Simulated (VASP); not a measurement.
Input of a VASP 6.6.1 run:

The input INCAR:

```
SYSTEM = Hf
  PREC = Accurate
  ENCUT = 520
  EDIFF = 1E-6
  ISMEAR = 0
  SIGMA = 0.1
  LREAL = .FALSE.
  LASPH = .TRUE.
  NELM = 60
  ALGO = Fast
  ISIF = 2
  LWAVE = .FALSE.
  LCHARG = .FALSE.
  GGA = PS
```

File KPOINTS:

```
Automatic mesh
0
G
  15 15 20
  0 0 0
```

The input POSCAR:

```
Hf
1.0
    4.9124200000      0.0000000000      0.0000000000
   -2.4562100000      4.2542800000      0.0000000000
    0.0000000000      0.0000000000      3.0596800000
Hf
3
Direct
    0.6666700000      0.3333300000      0.5000000000
    0.3333300000      0.6666700000      0.5000000000
    0.0000000000      0.0000000000      0.0000000000
```

Potentials or basis: VASP PAW PBE potentials, release 64 (Hf_pv).

Run with:

```sh
$ cat potpaw_PBE.64/Hf_pv/POTCAR > POTCAR
$ mpirun -np 1 vasp_std > vasp.out
```

Problem. Estimate the band gap on the k mesh.

Solution. None (metal or under the smearing width).

Problem. What does it give for the pressure?

Solution. -0.1 GPa.

Caveat: the PAW data sets were made with another functional, which shifts forces and pressure a little. Spin-orbit coupling is left out, which matters for the levels of Hf.
